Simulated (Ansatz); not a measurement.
# SnO2 (Cassiterite) (P4_2/mnm) in Ansatz: notebook, part 2 of 2

Ansatz 0.2.0. Earlier steps stand in the parts before.

## Step 4: Relaxation of cell and atoms, RPBE+D3(BJ)

File input.yaml:

```yaml
crystal:
  lattice:
    - [4.738, 0.0, 0.0]
    - [0.0, 4.738, 0.0]
    - [0.0, 0.0, 3.1865]
  atoms:
    - { symbol: Sn, position: [0.5, 0.5, 0.5] }
    - { symbol: Sn, position: [0.0, 0.0, 0.0] }
    - { symbol: O, position: [0.8071, 0.1929, 0.5] }
    - { symbol: O, position: [0.6929, 0.6929, 0.0] }
    - { symbol: O, position: [0.1929, 0.8071, 0.5] }
    - { symbol: O, position: [0.3071, 0.3071, 0.0] }
hamiltonian:
  xc: rpbe
  pseudopotentials: { kind: paw }
  dispersion: d3bj
kpoints:
  mp_grid: { grid: [6, 6, 8] }
scf:
  occupations: { method: fermi_dirac, width: 0.05 }
output:
  forces: true
  stress: true
relax:
  f_tol: 0.01
  max_steps: 40
  cell: { stress_tol: 0.05 }
```

Potentials or basis: Ansatz PAW.

Launch:

```console
$ ansatz run input.yaml --threads 2 --pin off --max-ram 5632MiB --backend cpu --events-out ev --progress --plain --runs-dir out
```

Standard output:

```text
Warning: RAYON_NUM_THREADS=2 ignored (pool sized by the plan → 2); use --threads N
Engine: ansatz 0.2.0, x86_64-unknown-linux-gnu
Pseudopotentials: kind: paw
Pseudopotential: Sn, paw, valence charge 14, recommended cutoff 420 eV (normal), Sn.paw.azcp
Pseudopotential: O, paw, valence charge 6, recommended cutoff 420 eV (normal), O.paw.azcp
Functional definition: RPBE
  parameter kappa = 0.804
  parameter beta = 0.06672455060314922
  exchange = rpbe_x(kappa = kappa, mu = beta*pi^2/3)
  correlation = pbe_c(beta = beta)
Crystal: 6 atoms, lattice volume = 71.533 Å³
Basis set: ecut = 420 eV, 1411 PW (Γ), exchange–correlation on 64×64×48 points (8 copies of the dense FFT grid, shifted against one another)
Bands: 32, of which v1, the nominal top of the filled ones, is band 26 counted from 1 (25 counted from 0)
Symmetry: 16 space group operations
Space group: P42/mnm (ITA 136), of the structure as read, at distance tolerance 4.2e-5 Å
k-points: 50 of 288
Non-local potential: Sn, projectors of the file, l = 0: 2, l = 1: 2, l = 2: 2, l = 3: 2
Non-local potential: O, projectors of the file, l = 0: 2, l = 1: 2, l = 2: 1
PAW form: soft (Blöchl's): semilocal exchange-correlation on the pseudo side does not see the compensation charge
PAW frozen core: Sn, regenerated for the run's functional, and the local potential with it (the file was generated under x = pbe(κ = 0.804, μ = 0.2195149727645171), c = pbe(β = 0.06672455060314922))
PAW frozen core: O, regenerated for the run's functional, and the local potential with it (the file was generated under x = pbe(κ = 0.804, μ = 0.2195149727645171), c = pbe(β = 0.06672455060314922))
PAW one-centre angular grid: Sn, 590 points (default); XC on 64 Gauss nodes
PAW one-centre angular grid: O, 110 points (default); XC on 64 Gauss nodes
Initial density: superposition of atomic densities (neutral atoms: chi_scale 0, normalization atom), corrected by the library's trained network
Initial wavefunctions: pseudopotential atomic-orbital guess
Functional: x = rpbe, c = pbe(β = 0.06672455060314922)
SCF iter   1: F=—  HF=-14347.171130 eV  |F-HF|=—  |Δ(HF+E_count)|=         —  Δρ=4.37e-3  dr2=1.01e-2  ethr=1.77e-3  ⟨swp⟩=6.0  Hψ=7044  notcnv=0  defer=6
preconditioner: auto → Resta (q_TF=auto, 2.587 Å⁻¹)  ε∞=3.5  [insulator: Δε(μ)=1.399 eV  Ē_g=19.920 eV  σ=0.050 eV  W_gap=1.00  n_scr=18 (ndim 8)  ℏωp=31.7 eV  f_vac=0.027  D(μ)=0.00/eV (n_scr^D=0)  ε∞_Penn≈3.5]
SCF iter   2: F=—  HF=-14347.170725 eV  |F-HF|=—  |Δ(HF+E_count)|=   4.05e-4  Δρ=1.98e-3  dr2=1.37e-3  ethr=1.94e-5  ⟨swp⟩=2.4  Hψ=3128  notcnv=0  defer=19
SCF iter   3: F=—  HF=-14347.171001 eV  |F-HF|=—  |Δ(HF+E_count)|=   2.76e-4  Δρ=6.24e-4  dr2=2.30e-4  ethr=2.63e-6  ⟨swp⟩=2.2  Hψ=2538  notcnv=0  defer=19
SCF iter   4: F=—  HF=-14347.171072 eV  |F-HF|=—  |Δ(HF+E_count)|=   7.08e-5  Δρ=1.52e-4  dr2=1.34e-5  ethr=4.43e-7  ⟨swp⟩=2.0  Hψ=2066  notcnv=0  defer=19
SCF iter   5: F=—  HF=-14347.171016 eV  |F-HF|=—  |Δ(HF+E_count)|=   5.64e-5  Δρ=5.26e-5  dr2=2.20e-6  ethr=2.58e-8  ⟨swp⟩=2.1  Hψ=2201  notcnv=0  defer=19
[... 43 lines left out ...]
basis re-selected at this cell: Δ(F+E_penalty+E_count) = +1.361e-3 eV, ΔP = -0.030 GPa vs the last step (what re-selecting the basis moved, of the pressure what is left beyond the Pulay correction that the steps carried, after the strain that the cell walked since its last selection, with what the two solves' SCF thresholds leave and, on support functions, any second-order correction that the steps lacked; it is no measure of the basis error at this ecutwfc). This SCF's stress stands 3.44e-2 GPa from its target on what of the cell is left free (relax.cell.stress_tol is 5.00e-2 GPa) and its largest allowed force component is 4.35e-4 eV/Å (relax.f_tol is 1.00e-2 eV/Å): within both
SCF converged after 5 iterations
Free energy (F): -14347.180283 eV
Harris-Foulkes:  -14347.180283 eV  (|F-HF|=3.27e-11)
Internal energy: -14347.180283 eV  (E = F + TS)
E sigma→0 (E₀):  -14347.180283 eV
Entropy (-TS):   -0.000000 eV (-0.000 meV/atom)
Fermi energy:    10.432087 eV
--- Per-component energies (eV) ---
  E_band       = -104.712361
  E_kinetic    = 1087.001010
  E_local      = -2841.231885  (includes V_loc(G=0)·N_el)
  E_nonlocal   = 130.220872
  E_hartree    = 1486.722107
  E_xc         = -1057.831772
  E_vxc        = -563.656154  (∫ρ·V_xc dr)
  E_paw        = -8952.675465  (= ΣΔE_a)
  E_vpaw       = -890.500232  (= ΣTr[D̂ρ^β])
  E_aug_tail   = 0.009925  (compensation charges beyond the density's cutoff)
  E_ewald      = -4193.898385
  E_disp       = -5.465639  (pairwise vdW)
  E_core_change = -0.031050  (= ΣΔE_core)
  E_smearing   = -0.000000  (= −TS)
  E_closure    = 0.000000  (closes the sum)
  Σ components = -14347.180283   (vs F -14347.180283, Δ=0.00e0)
--- Forces (eV/Å), atoms counted from 1 ---
  atom   1  Sn     0.00000000    -0.00000000     0.00000000
  atom   2  Sn     0.00000000     0.00000000    -0.00000000
  atom   3  O     -0.00043504     0.00043504     0.00000000
  atom   4  O      0.00043504     0.00043504    -0.00000000
  atom   5  O      0.00043504    -0.00043504    -0.00000000
  atom   6  O     -0.00043504    -0.00043504     0.00000000
  max |Σ_I F_I| component: 3.47e-18 eV/Å
--- Stress (GPa, compression-positive) ---
       -0.034376      -0.000000       0.000000
       -0.000000      -0.034376       0.000000
        0.000000       0.000000       0.022240
  P = ⅓ Tr σ = -0.0155 GPa (-0.155 kbar)
--- Relaxed structure (4 steps of the walk, 4 accepted, 1 SCFs on fresh bases) ---
  F+E_penalty+E_count = -14347.18028281 eV   max|allowed force component| = 4.350e-4 eV/Å   (the final SCF, on the basis selected at the relaxed cell)
  cell:  # Å, volume = 71.2386 Å³
    - [4.721056175605701, 2.1982016532356486e-34, -1.2090109092796068e-33]
    - [4.396403306471297e-34, 4.721056175605701, 0.0]
    - [-8.131095952763754e-34, 0.0, 3.196222651050938]
  atoms:
    - { symbol: Sn, position: [0.5, 0.5, 0.49999999999999994] }
    - { symbol: Sn, position: [1.2013637411458219e-19, 2.8603898598710174e-20, 1.331673583520586e-34] }
    - { symbol: O, position: [0.8054083309876792, 0.19459166901232078, 0.49999999999999994] }
    - { symbol: O, position: [0.6945916690123208, 0.6945916690123208, 3.2797515900551353e-35] }
    - { symbol: O, position: [0.19459166901232078, 0.8054083309876792, 0.49999999999999994] }
    - { symbol: O, position: [0.30540833098767917, 0.30540833098767917, -9.56381072540972e-35] }
```

Wall time 28 s (2 threads of Intel Xeon at 2.50GHz (Skylake/Cascade Lake), shared host); peak memory 0.43 GiB.

Results:

| Item | Value |
| --- | --- |
| Free energy | -14347.1803 eV |
| Relaxed volume | 11.87 Å³/atom |
| Relaxed cell | a = 4.721 Å, b = 4.721 Å, c = 3.196 Å, α = 90.00°, β = 90.00°, γ = 90.00° |
| Space group after relaxing (to 0.05 Å) | P4_2/mnm (No. 136) |
| Energy gained by relaxing | 1.5 meV/atom |
| Ionic steps | 5 |
| Pressure after relaxing | 0.0 GPa |
| Band gap on the k mesh | 1.36 eV |

Step by step:
```
step  energy change (eV)  largest force (eV/Å)  volume (Å³)
   1              0.0000                0.3033        71.53
   2             -0.0078                0.0718        71.38
   3             -0.0105                0.0024        71.26
   4             -0.0106                0.0002        71.24
   5             -0.0093                0.0006        71.24
```

Final structure:
```
Sn O
1.0
     4.72106    0.00000    0.00000
     0.00000    4.72106    0.00000
     0.00000    0.00000    3.19622
Sn O
2 4
Direct
  0.50000 0.50000 0.50000
  0.00000 0.00000 0.00000
  0.80541 0.19459 0.50000
  0.69459 0.69459 0.00000
  0.19459 0.80541 0.50000
  0.30541 0.30541 0.00000
```

Caveat: the plane-wave basis is chosen anew once the cell has moved, so the energies of steps on either side of that aren't comparable; the pressure holds a Pulay correction of +0.8 GPa for the finite cutoff; spin-orbit coupling is left out, which moves the levels of the heavy elements; the PAW data sets come from PBE, with cores solved anew for the run's functional, which leaves a small shift of forces and pressure. A k mesh can miss the band edges.

## Step 5: The runs side by side

```tsv
task	level	cell	smearing	gap on the mesh (eV)	pressure (GPa)	largest force (eV/Å)
atomic charges	PBEsol	as given	fermi-dirac 0.1 eV	1.18	4.7	0.21
single point	PBE	as given	gaussian 0.05 eV	1.28	11.1	0.28
relaxation of cell and atoms	RPBE+D3(BJ)	relaxed	fermi-dirac 0.05 eV	1.36	0.0	-
```

Alike in all rows: potentials or basis Ansatz PAW; no spin polarisation; k mesh 6 × 6 × 8; cutoff (eV) 420.

Caveats: spin-orbit coupling is left out, which moves the levels of the heavy elements; the PAW data sets come from PBE, with cores solved anew for the run's functional, which leaves a small shift of forces and pressure (some runs); the plane-wave basis is chosen anew once the cell has moved, so the energies of steps on either side of that aren't comparable (some runs).

Absolute energies hang on the potentials; compare differences alone.
